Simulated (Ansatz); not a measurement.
FeO in Ansatz: the effect of pseudo set

FeO:

```
Fe O
1.0
     0.00000    2.12627    2.12627
     2.12627    0.00000    2.12627
     2.12627    2.12627    0.00000
Fe O
1 1
Direct
  0.00000 0.00000 0.00000
  0.50000 0.50000 0.50000
```

The cell isn't the ideal one: volume scaled by 0.96.

Alike in all runs:

```yaml
Program: Ansatz 0.2.0
Task: single point
Functional: PBE
k_mesh: 11 × 11 × 11
Occupations: fermi-dirac, width 0.05 eV
Spin: collinear spin, ferromagnetic start
Starting_moments: "[3.0, 0.0] μB"
```

| pseudo set | cutoff | pressure (GPa) |
| --- | --- | --- |
| Ansatz PAW | 420 eV (not typed: the program's choice for these potentials) | 8.0 |
| Ansatz PAW accurate | 950 eV | 8.0 |
| SSSP efficiency PAW | 1225 eV | ? |
| JTH PAW | 1380 eV (not typed: the program's choice for these potentials) | 7.9 |
| SPMS NC | 1034 eV (not typed: the program's choice for these potentials) | 7.9 |
| PseudoDojo standard | 1225 eV | 7.2 |
| PseudoDojo stringent | 1605 eV | 7.2 |
| Ansatz PAW earlier set | 930 eV (not typed: the program's choice for these potentials) | 8.0 |
| Ansatz NC | 1240 eV (not typed: the program's choice for these potentials) | 7.6 |

What does the run with pseudo set SSSP efficiency PAW give?

Pressure 8.7 GPa.

Caveats: a cell with one magnetic atom can't hold antiferromagnetic order, which such compounds often take.
